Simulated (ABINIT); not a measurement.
Input of an ABINIT 10.8.3 (patched build) run:

File run.abi:

```
# Datasets: one volume each
ndtset 7
getwfk -1
scalecart1 3*0.9795861087
scalecart2 3*0.9864848297
scalecart3 3*0.9932883884
scalecart4 3*1.0000000000
scalecart5 3*1.0066227096
scalecart6 3*1.0131594038
scalecart7 3*1.0196128224

# Pseudopotentials
pp_dirpath "./"
pseudos "Al.upf, N.upf"

# Structure
acell 5.8366710593 5.8366710593 5.8366710593
rprim
     0.0000000000     0.7071067812     0.7071067812
     0.7071067812     0.0000000000     0.7071067812
     0.7071067812     0.7071067812     0.0000000000
ntypat 2
znucl 13 7
natom 2
typat 1 2
xred
     0.0000000000     0.0000000000     0.0000000000
     0.2500000000     0.2500000000     0.2500000000

# Plane-wave basis
ecut 42.0

# k points
kptopt 1
ngkpt 10 10 10
nshiftk 1
shiftk 0.0 0.0 0.0

# Exchange and correlation
ixc -116133

# Bands and occupations
nband 8
occopt 3
tsmear 0.05 eV

# SCF cycle
nstep 100
tolvrs 1.0e-10

# Output
iomode 3
prtwf 1
prtden 0
prteig 0
prtebands 0
enunit 2
```

Potentials or basis: PseudoDojo NC SR PBEsol v0.4.1 standard.

Launch:

```bash
$ abinit run.abi > log 2>&1
```

**Question.** What does it give for the bulk modulus?

**Answer.** 201 GPa.

**Question.** Predict the pressure derivative of the bulk modulus.

**Answer.** 3.9.

Energy against volume, from the lowest point:
```csv
volume (Å³/atom),energy (meV/atom)
9.792,31.39
10.001,14.62
10.209,4.36
10.417,0.00
10.626,0.99
10.834,6.83
11.042,17.08
```

Caveat: pressures at fixed basis lie under the slope of the energies.
